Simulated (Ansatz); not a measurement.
# As (R-3m) in Ansatz: a series of runs

Aim: see how the results for As move with the level of theory and the settings. Levels: LDA, PBEsol. Tasks: relaxation of cell and atoms.

Program: Ansatz 0.2.0. These are calculated values, not measurements. Logs are shortened: lines on timing, memory, paths and dates and some standing lists are left out, and cuts for length are marked.

### Step 1. The crystal as given

The structure is trigonal, space group R-3m (No. 166). The conventional cell has a = 3.762 Å, b = 3.762 Å, c = 10.542 Å, α = 90.00°, β = 90.00°, γ = 120.00°. Around As (site symmetry 3m) lie 3 As at 2.51 Å.

### Step 2. Relaxation of cell and atoms, LDA

File input.yaml:

```yaml
crystal:
  lattice:
    - [1.8807968987, 1.0858785957, 3.5140619945]
    - [-1.8807968987, 1.0858785957, 3.5140619945]
    - [0.0, -2.1717571915, 3.5140619945]
  atoms:
    - { symbol: As, position: [0.226, 0.226, 0.226] }
    - { symbol: As, position: [0.774, 0.774, 0.774] }
hamiltonian:
  xc: lda
  pseudopotentials: { kind: paw }
kpoints:
  mp_grid: { grid: [9, 9, 9] }
scf:
  occupations: { method: fermi_dirac, width: 0.05 }
output:
  forces: true
  stress: true
  eigenvalues: true
  write_density: true
  write_potential: true
  elf: true
  volumetric_format: npy
relax:
  f_tol: 0.01
  max_steps: 40
  cell: { stress_tol: 0.05 }
```

Potentials or basis: Ansatz PAW.

Run with:

```bash
$ ansatz run input.yaml --threads 2 --pin off --max-ram 5632MiB --backend cpu --events-out ev --progress --plain --runs-dir out
```

Standard output:

```text
Warning: RAYON_NUM_THREADS=2 ignored (pool sized by the plan → 2); use --threads N
Engine: ansatz 0.2.0, aarch64-unknown-linux-gnu
Pseudopotentials: kind: paw
Pseudopotential: As, paw, valence charge 15, recommended cutoff 420 eV (normal), As.paw.azcp
Functional definition: SPW92
  exchange = slater_x
  correlation = pw_c
Crystal: 2 atoms, lattice volume = 43.061 Å³
Basis set: ecut = 420 eV, 845 PW (Γ)
Bands: 19, of which v1, the nominal top of the filled ones, is band 15 counted from 1 (14 counted from 0)
Symmetry: 12 space group operations
Space group: R-3m (ITA 166), of the structure as read, at distance tolerance 3.5e-5 Å
k-points: 85 of 729
Non-local potential: As, projectors of the file, l = 0: 2, l = 1: 2, l = 2: 3, l = 3: 1
PAW form: soft (Blöchl's): semilocal exchange-correlation on the pseudo side does not see the compensation charge
PAW frozen core: As, regenerated for the run's functional, and the local potential with it (the file was generated under x = pbe(κ = 0.804, μ = 0.2195149727645171), c = pbe(β = 0.06672455060314922))
PAW one-centre angular grid: As, 590 points (default); XC on 64 Gauss nodes
Initial density: superposition of atomic densities (neutral atoms: chi_scale 0, normalization atom), corrected by the library's trained network
Initial wavefunctions: pseudopotential atomic-orbital guess
Functional: x = slater, c = lda
SCF iter   1: F=—  HF=-9547.330748 eV  |F-HF|=—  |Δ(HF+E_count)|=         —  Δρ=4.90e-3  dr2=4.65e-3  ethr=1.77e-3  ⟨swp⟩=5.9  Hψ=7657  notcnv=0
preconditioner: auto → Kerker (q_TF=auto, 2.569 Å⁻¹)  [metal: Δε(μ)=0.096 eV  Ē_g=10.240 eV  σ=0.050 eV  W_gap=0.43  n_scr=14 (ndim 8)  ℏωp=17.9 eV  f_vac=0.007  D(μ)=0.19/eV (n_scr^D=0)]
SCF iter   2: F=—  HF=-9547.328882 eV  |F-HF|=—  |Δ(HF+E_count)|=   1.87e-3  Δρ=2.87e-3  dr2=1.80e-3  ethr=1.55e-5  ⟨swp⟩=1.2  Hψ=2355  notcnv=0
SCF iter   3: F=—  HF=-9547.328297 eV  |F-HF|=—  |Δ(HF+E_count)|=   5.85e-4  Δρ=3.92e-4  dr2=7.12e-5  ethr=6.01e-6  ⟨swp⟩=2.6  Hψ=2415  notcnv=0
SCF iter   4: F=—  HF=-9547.328261 eV  |F-HF|=—  |Δ(HF+E_count)|=   3.61e-5  Δρ=5.89e-5  dr2=2.31e-6  ethr=2.37e-7  ⟨swp⟩=2.0  Hψ=2891  notcnv=0
SCF iter   5: F=—  HF=-9547.328256 eV  |F-HF|=—  |Δ(HF+E_count)|=   4.71e-6  Δρ=7.17e-5  dr2=2.50e-6  ethr=7.69e-9  ⟨swp⟩=2.0  Hψ=2891  notcnv=0
SCF iter   6: F=—  HF=-9547.328254 eV  |F-HF|=—  |Δ(HF+E_count)|=   2.67e-6  Δρ=3.22e-5  dr2=6.19e-7  ethr=7.69e-9  ⟨swp⟩=2.0  Hψ=2891  notcnv=0
SCF iter   7: F=-9547.328253 eV  HF=-9547.328253 eV  |F-HF|=2.58e-8  |Δ(HF+E_count)|=   4.96e-7  Δρ=7.70e-6  dr2=4.93e-8  ethr=3.33e-10  ⟨swp⟩=5.5  Hψ=9820  notcnv=0
SCF 1 converged in 7 iterations: F = -9547.328253 eV  dr2 = 4.93e-8
relax step   1: F+E_penalty+E_count = -9547.32825319 eV  Δ(F+E_penalty+E_count) = +0.000e0 eV  max|allowed force component| = 2.614e-1 eV/Å  Δτ_max = 0.0000 Å  P = -1.369 GPa  Ω = 43.061 Å³  (7 SCF iters, dr2 threshold 1.00e-7 eV, accepted)
Crystal: 2 atoms, lattice volume = 39.545 Å³
Basis set: ecut = 420 eV, 773 PW (Γ)
Initial density: handed on by an earlier stage of this run
Initial wavefunctions: those handed on with the density
iter 1 solved again at ethr=1.65e-5 eV; its pass at ethr=3.10e-3 eV (dr2=4.96e-3 eV) is discarded
SCF iter   1: F=—  HF=-9547.333088 eV  |F-HF|=—  |Δ(HF+E_count)|=         —  Δρ=4.86e-3  dr2=4.92e-3  ethr=1.65e-5  ⟨swp⟩=1.0  Hψ=9421  notcnv=0
preconditioner: auto → Kerker (q_TF=auto, 2.606 Å⁻¹)  [metal: Δε(μ)=0.080 eV  Ē_g=10.562 eV  σ=0.050 eV  W_gap=0.37  n_scr=14 (ndim 8)  ℏωp=18.7 eV  f_vac=0.000  D(μ)=0.34/eV (n_scr^D=0)]
SCF iter   2: F=—  HF=-9547.332328 eV  |F-HF|=—  |Δ(HF+E_count)|=   7.61e-4  Δρ=2.72e-3  dr2=1.67e-3  ethr=1.64e-5  ⟨swp⟩=1.9  Hψ=1758  notcnv=0
SCF iter   3: F=—  HF=-9547.332117 eV  |F-HF|=—  |Δ(HF+E_count)|=   2.10e-4  Δρ=3.68e-4  dr2=5.64e-5  ethr=5.58e-6  ⟨swp⟩=3.0  Hψ=3196  notcnv=0
SCF iter   4: F=—  HF=-9547.332122 eV  |F-HF|=—  |Δ(HF+E_count)|=   4.12e-6  Δρ=1.20e-4  dr2=8.88e-6  ethr=1.88e-7  ⟨swp⟩=2.0  Hψ=2529  notcnv=0
SCF iter   5: F=—  HF=-9547.332114 eV  |F-HF|=—  |Δ(HF+E_count)|=   7.40e-6  Δρ=5.82e-5  dr2=2.31e-6  ethr=2.96e-8  ⟨swp⟩=2.0  Hψ=2890  notcnv=0
[... 20 lines left out ...]
SCF iter   3: F=—  HF=-9547.354652 eV  |F-HF|=—  |Δ(HF+E_count)|=   1.77e-5  Δρ=6.14e-5  dr2=1.35e-6  ethr=2.52e-7  ⟨swp⟩=2.0  Hψ=1930  notcnv=0
SCF iter   4: F=-9547.354652 eV  HF=-9547.354652 eV  |F-HF|=4.17e-8  |Δ(HF+E_count)|=   9.67e-8  Δρ=2.94e-5  dr2=1.74e-7  ethr=6.67e-10  ⟨swp⟩=10.9  Hψ=15575  notcnv=0
SCF 4 converged in 4 iterations: F = -9547.354652 eV  dr2 = 1.74e-7
relax step   4: F+E_penalty+E_count = -9547.35465233 eV  Δ(F+E_penalty+E_count) = -2.299e-3 eV  max|allowed force component| = 2.469e-2 eV/Å  Δτ_max = 0.0021 Å  P = -0.118 GPa  Ω = 40.917 Å³  energy of the carried Pulay correction = +4.413e-4 eV  (4 SCF iters, dr2 threshold 2.00e-7 eV, accepted)
Crystal: 2 atoms, lattice volume = 40.792 Å³
Basis set: ecut = 420 eV, 797 PW (Γ)
iter 1 solved again at ethr=2.11e-8 eV; its pass at ethr=3.10e-3 eV (dr2=6.32e-6 eV) is discarded
SCF iter   1: F=—  HF=-9547.354787 eV  |F-HF|=—  |Δ(HF+E_count)|=         —  Δρ=1.71e-4  dr2=6.29e-6  ethr=2.11e-8  ⟨swp⟩=3.8  Hψ=10440  notcnv=0
preconditioner: auto → Kerker (q_TF=auto, 2.592 Å⁻¹)  [metal: Δε(μ)=0.085 eV  Ē_g=10.428 eV  σ=0.050 eV  W_gap=0.40  n_scr=14 (ndim 8)  ℏωp=18.4 eV  f_vac=0.001  D(μ)=0.17/eV (n_scr^D=0)]
SCF iter   2: F=—  HF=-9547.354786 eV  |F-HF|=—  |Δ(HF+E_count)|=   1.06e-6  Δρ=9.75e-5  dr2=2.20e-6  ethr=2.10e-8  ⟨swp⟩=1.0  Hψ=1626  notcnv=0
SCF iter   3: F=—  HF=-9547.354785 eV  |F-HF|=—  |Δ(HF+E_count)|=   2.46e-7  Δρ=1.30e-5  dr2=7.82e-8  ethr=7.33e-9  ⟨swp⟩=3.0  Hψ=2897  notcnv=0
SCF iter   4: F=-9547.354785 eV  HF=-9547.354785 eV  |F-HF|=1.07e-9  |Δ(HF+E_count)|=   4.67e-8  Δρ=8.80e-6  dr2=3.43e-8  ethr=1.80e-10  ⟨swp⟩=8.4  Hψ=10819  notcnv=0
SCF 5 converged in 4 iterations: F = -9547.354785 eV  dr2 = 3.43e-8
relax step   5: F+E_penalty+E_count = -9547.35478534 eV  Δ(F+E_penalty+E_count) = -1.330e-4 eV  max|allowed force component| = 4.119e-3 eV/Å  Δτ_max = 0.0027 Å  P = +0.016 GPa  Ω = 40.792 Å³  energy of the carried Pulay correction = +4.678e-4 eV  (4 SCF iters, dr2 threshold 5.40e-8 eV, accepted)
Initial wavefunctions: pseudopotential atomic-orbital guess (no wavefunctions were taken with the density)
iter 1 solved again at ethr=2.20e-8 eV; its pass at ethr=3.10e-3 eV (dr2=6.61e-6 eV) is discarded
SCF iter   1: F=—  HF=-9547.354388 eV  |F-HF|=—  |Δ(HF+E_count)|=         —  Δρ=4.96e-5  dr2=2.58e-7  ethr=2.20e-8  ⟨swp⟩=2.5  Hψ=11381  notcnv=0
SCF iter   2: F=—  HF=-9547.354388 eV  |F-HF|=—  |Δ(HF+E_count)|=   2.34e-7  Δρ=3.27e-5  dr2=1.68e-7  ethr=8.61e-10  ⟨swp⟩=2.0  Hψ=2890  notcnv=0
SCF iter   3: F=—  HF=-9547.354388 eV  |F-HF|=—  |Δ(HF+E_count)|=   2.10e-8  Δρ=1.41e-5  dr2=3.86e-8  ethr=5.59e-10  ⟨swp⟩=1.0  Hψ=1615  notcnv=0
SCF iter   4: F=—  HF=-9547.354388 eV  |F-HF|=—  |Δ(HF+E_count)|=   1.84e-8  Δρ=2.06e-6  dr2=1.58e-9  ethr=1.29e-10  ⟨swp⟩=2.0  Hψ=2891  notcnv=0
SCF iter   5: F=—  HF=-9547.354388 eV  |F-HF|=—  |Δ(HF+E_count)|=  5.64e-11  Δρ=4.30e-7  dr2=1.11e-10  ethr=5.25e-12  ⟨swp⟩=2.1  Hψ=2834  notcnv=0
SCF iter   6: F=-9547.354388 eV  HF=-9547.354388 eV  |F-HF|=5.46e-12  |Δ(HF+E_count)|=  1.82e-12  Δρ=1.20e-7  dr2=8.23e-12  ethr=1.00e-12  ⟨swp⟩=5.0  Hψ=6197  notcnv=0
SCF 6 converged in 6 iterations: F = -9547.354388 eV  dr2 = 8.23e-12
relax step   6: F+E_penalty+E_count = -9547.35438784 eV  Δ(F+E_penalty+E_count) = +3.975e-4 eV  max|allowed force component| = 4.206e-3 eV/Å  Δτ_max = 0.0000 Å  P = +0.012 GPa  Ω = 40.792 Å³  stress off target by 1.47e-2 GPa  SCF on the basis re-selected at this cell (its energy is not comparable with the rows above)  (6 SCF iters)
basis re-selected at this cell: Δ(F+E_penalty+E_count) = +3.975e-4 eV, ΔP = -0.004 GPa vs the last step (what re-selecting the basis moved, of the pressure what is left beyond the Pulay correction that the steps carried, after the strain that the cell walked since its last selection, with what the two solves' SCF thresholds leave and, on support functions, any second-order correction that the steps lacked; it is no measure of the basis error at this ecutwfc). The dense FFT grid was sized anew with the basis: this SCF ran on 27×27×27 points, the steps before it on 30×30×30, so part of this shift can come from that change (see relax.cell in the input reference). This SCF's stress stands 1.47e-2 GPa from its target on what of the cell is left free (relax.cell.stress_tol is 5.00e-2 GPa) and its largest allowed force component is 4.21e-3 eV/Å (relax.f_tol is 1.00e-2 eV/Å): within both
SCF converged after 6 iterations
Free energy (F): -9547.354388 eV
Harris-Foulkes:  -9547.354388 eV  (|F-HF|=5.46e-12)
Internal energy: -9547.353047 eV  (E = F + TS)
E sigma→0 (E₀):  -9547.353718 eV
Entropy (-TS):   -0.001341 eV (-0.670 meV/atom)
Fermi energy:    11.251732 eV
--- Per-component energies (eV) ---
  E_band       = -454.809168
  E_kinetic    = 207.271630
  E_local      = -3227.045344  (includes V_loc(G=0)·N_el)
  E_nonlocal   = -1330.800755
  E_hartree    = 1800.121135
  E_xc         = -158.783807
  E_vxc        = -160.152596  (∫ρ·V_xc dr)
  E_paw        = -3506.184914  (= ΣΔE_a)
  E_vpaw       = 455.675725  (= ΣTr[D̂ρ^β])
  E_aug_tail   = 0.000018  (compensation charges beyond the density's cutoff)
  E_ewald      = -3336.081469
  E_core_change = 4.150460  (= ΣΔE_core)
  E_smearing   = -0.001341  (= −TS)
  E_closure    = 0.000000  (closes the sum)
  Σ components = -9547.354388   (vs F -9547.354388, Δ=0.00e0)
--- Forces (eV/Å), atoms counted from 1 ---
  atom   1  As     0.00000000    -0.00000000     0.00420583
  atom   2  As     0.00000000     0.00000000    -0.00420583
  max |Σ_I F_I| component: 6.94e-18 eV/Å
--- Stress (GPa, compression-positive) ---
        0.011231       0.000000      -0.000000
        0.000000       0.011231      -0.000000
       -0.000000      -0.000000       0.014664
  P = ⅓ Tr σ = 0.0124 GPa (0.124 kbar)
--- Band table (eV; the first three rows and the last of 85) ---
  k-point 0: bands = ["-25.1605", "-25.1605", "-25.1117", "-25.1117", "-25.0841", "-25.0411", "-25.0411", "-25.0307", "-24.9940", "-24.9940", "-4.0785", "5.7119", "8.8880", "9.1504", "9.1504", "13.4130", "14.4398", "14.4398", "17.7913"]
  k-point 1: bands = ["-25.1583", "-25.1566", "-25.1103", "-25.1091", "-25.0827", "-25.0430", "-25.0419", "-25.0330", "-24.9974", "-24.9965", "-3.9083", "5.0050", "8.8916", "9.0725", "9.3554", "13.4790", "14.0731", "14.1493", "17.0783"]
  k-point 2: bands = ["-25.1523", "-25.1453", "-25.1064", "-25.1016", "-25.0787", "-25.0483", "-25.0450", "-25.0393", "-25.0067", "-25.0035", "-3.4021", "3.4833", "8.7921", "8.9039", "9.8098", "12.9243", "13.2993", "13.3925", "17.1878"]
  k-point 84: bands = ["-25.1397", "-25.1381", "-25.1027", "-25.1014", "-25.0753", "-25.0471", "-25.0458", "-25.0396", "-25.0186", "-25.0176", "-2.1965", "0.8527", "7.7724", "9.0523", "10.5152", "12.2124", "12.2619", "14.2855", "19.2161"]
--- Relaxed structure (5 steps of the walk, 5 accepted, 1 SCFs on fresh bases) ---
  F+E_penalty+E_count = -9547.35438784 eV   max|allowed force component| = 4.206e-3 eV/Å   (the final SCF, on the basis selected at the relaxed cell)
  cell:  # Å, volume = 40.7915 Å³
    - [1.8808227867093017, 1.0858935421888098, 3.328767305590439]
    - [-1.8808227867093017, 1.0858935421888098, 3.328767305590439]
    - [1.0629233432544356e-32, -2.1717870844249836, 3.328767305574989]
  atoms:
    - { symbol: As, position: [0.23032189566465305, 0.23032189566465305, 0.23032189566465297] }
    - { symbol: As, position: [0.7696781043353472, 0.7696781043353472, 0.7696781043353469] }
```

It took 13 s on 2 threads of Arm Neoverse V1, shared host; peak memory 0.35 GiB.

What came out:

```yaml
Free_energy: -9547.3544 eV
Relaxed_volume: 20.40 Å³/atom
Relaxed_cell: a = 3.975 Å, b = 3.975 Å, c = 3.975 Å, α = 56.49°, β = 56.49°, γ = 56.49°
Space_group_after_relaxing_to_0.05_Å: R-3m (No. 166)
Energy_gained_by_relaxing: 13.1 meV/atom
Ionic_steps: 6
Pressure_after_relaxing: 0.0 GPa
Largest_force_after_relaxing: 0.004 eV/Å
Band_gap_on_the_k_mesh: 0.08 eV, indirect (least direct gap 0.60 eV)
```

Forces in eV/Å, atoms in the order of the input:
```
As   0.000  0.000  0.004
As   0.000  0.000 -0.004
```

The path:
```csv
step,energy change (eV),largest force (eV/Å),volume (Å³)
1,0.0000,0.2614,43.06
2,-0.0039,0.2195,39.54
3,-0.0241,0.0725,40.96
4,-0.0264,0.0247,40.92
5,-0.0265,0.0041,40.79
6,-0.0261,0.0042,40.79
```

Final structure:
```
As
1.0
     1.88082    1.08589    3.32877
    -1.88082    1.08589    3.32877
     0.00000   -2.17179    3.32877
As
2
Direct
  0.23032 0.23032 0.23032
  0.76968 0.76968 0.76968
```

Caveat: odd divisions of the mesh miss points on the zone boundary, where band edges often lie, so the gap on the mesh can be too wide; the plane-wave basis is chosen anew once the cell has moved, so the energies of steps on either side of that aren't comparable; the PAW data sets come from PBE, with cores solved anew for the run's functional, which leaves a small shift of forces and pressure. A k mesh can miss the band edges.

### Step 3. Relaxation of cell and atoms, PBEsol

input.yaml, as its differences from that of step 2:

```diff
@@ -9,3 +9,3 @@
 hamiltonian:
-  xc: lda
+  xc: pbesol
   pseudopotentials: { kind: paw }
@@ -19,6 +19,2 @@
   eigenvalues: true
-  write_density: true
-  write_potential: true
-  elf: true
-  volumetric_format: npy
 relax:
```

Potentials or basis: Ansatz PAW.

Run with:

```bash
$ ansatz run input.yaml --threads 2 --pin off --max-ram 5632MiB --backend cpu --events-out ev --progress --plain --runs-dir out
```

It took 13 s on 2 threads of Arm Neoverse V1, shared host; peak memory 0.36 GiB.

The run converged. Its results:

```
Free energy                            : -9626.0559 eV
Relaxed volume                         : 20.87 Å³/atom
Relaxed cell                           : a = 4.013 Å, b = 4.013 Å, c = 4.013 Å, α = 56.26°, β = 56.26°, γ = 56.26°
Space group after relaxing (to 0.05 Å) : R-3m (No. 166)
Energy gained by relaxing              : 9.0 meV/atom
Ionic steps                            : 6
Pressure after relaxing                : 0.0 GPa
Band gap on the k mesh                 : 0.08 eV, indirect (least direct gap 0.60 eV)
```

Forces on the atoms (eV/Å):
```
As   0.000  0.000  0.002
As   0.000  0.000 -0.002
```

The path:
```
step  energy change (eV)  largest force (eV/Å)  volume (Å³)
   1              0.0000                0.3703        43.06
   2             -0.0051                0.2089        41.09
   3             -0.0165                0.0775        41.98
   4             -0.0181                0.0095        41.87
   5             -0.0182                0.0022        41.74
   6             -0.0181                0.0023        41.74
```

Final structure:
```yaml
crystal:
  lattice:
    - [1.89193, 1.09231, 3.36597]
    - [-1.89193, 1.09231, 3.36597]
    - [0.00000, -2.18462, 3.36597]
  atoms:
    - { symbol: As, position: [0.23001, 0.23001, 0.23001] }
    - { symbol: As, position: [0.76999, 0.76999, 0.76999] }
```

Levels at points of the mesh, in eV from the valence-band top:
| k point | band 11 | band 12 | band 13 | band 14 | band 15 | band 16 | band 17 | band 18 | band 19 |
| --- | --- | --- | --- | --- | --- | --- | --- | --- | --- |
| (0.00, 0.00, 0.00) | -15.07 | -5.50 | -2.29 | -2.00 | -2.00 | 2.16 | 3.20 | 3.20 | 6.57 |

Caveat: odd divisions of the mesh miss points on the zone boundary, where band edges often lie, so the gap on the mesh can be too wide; the plane-wave basis is chosen anew once the cell has moved, so the energies of steps on either side of that aren't comparable; the PAW data sets come from PBE, with cores solved anew for the run's functional, which leaves a small shift of forces and pressure.
